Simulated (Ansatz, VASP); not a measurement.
# One calculation of Zr, two programs

The input INCAR:

```
SYSTEM = Zr
PREC     = Accurate       ! precision mode
ENCUT    = 520            ! plane-wave cutoff, eV
EDIFF    = 1E-7           ! SCF threshold, eV
ISMEAR   = 1              ! smearing method
SIGMA    = 1.0            ! smearing width, eV
LREAL    = .False.        ! projectors in reciprocal space
LASPH    = .True.         ! aspherical terms in the spheres
NELM     = 80             ! most SCF steps
ALGO     = Normal         ! electronic algorithm
ISIF     = 2              ! what is computed and relaxed
LWAVE    = .False.        ! write WAVECAR
LCHARG   = .False.        ! write CHGCAR
GGA      = PE             ! functional
NBANDS   = 19             ! bands
```

File KPOINTS:

```
Automatic mesh
0
Gamma
  11 11 6
  0 0 0
```

Contents of POSCAR:

```
Zr
1.0
    3.2318821451      0.0000000000      0.0000000000
   -1.6159410725      2.7988920397      0.0000000000
    0.0000000000      0.0000000000      5.1741041053
Zr
2
Direct
    0.3333333333      0.6666666667      0.2500000000
    0.6666666667      0.3333333333      0.7500000000
```

Input for Ansatz:

```yaml
crystal:
  lattice:
    - [3.2318821451, 0.0, 0.0]
    - [-1.6159410725, 2.7988920397, 0.0]
    - [0.0, 0.0, 5.1741041053]
  atoms:
    - { symbol: Zr, position: [0.3333333333, 0.6666666667, 0.25] }
    - { symbol: Zr, position: [0.6666666667, 0.3333333333, 0.75] }
hamiltonian:
  xc: pbe
  pseudopotentials:
    kind: paw
    azcp:
      Zr: "pseudopotentials/Zr.paw.azcp"
basis:
  ecutwfc: 420
  fft_grid_basis: typed
kpoints:
  mp_grid: { grid: [11, 11, 6], shift: [0, 0, 0] }
magnetization:
  spin_polarized: false
scf:
  occupations: { method: cold, width: 1.0 }
  lower_state_search: "off"
output:
  stress: true
```

Alike in both runs: task single point; functional PBE; k mesh 11 × 11 × 6; no spin polarisation.

|  | VASP | Ansatz |
| --- | --- | --- |
| version | VASP 6.6.1 | Ansatz 0.2.0 |
| potentials or method | VASP PAW PBE potentials, release 64 (Zr_sv) | plane waves (420 eV) with PAW, scalar-relativistic |
| plane-wave cutoff (eV) | 520 | 420 |
| occupations | methfessel-paxton of order 1, width 1 eV | cold, width 1 eV |
| valence electrons in the cell | 24 | 24 |

|  | VASP | Ansatz | Ansatz less VASP |
| --- | --- | --- | --- |
| pressure (GPa) | -0.3 | 0.1 | +0.33 |
| largest component of the traceless stress (GPa) | 0.86 | 0.66 | -0.195 |
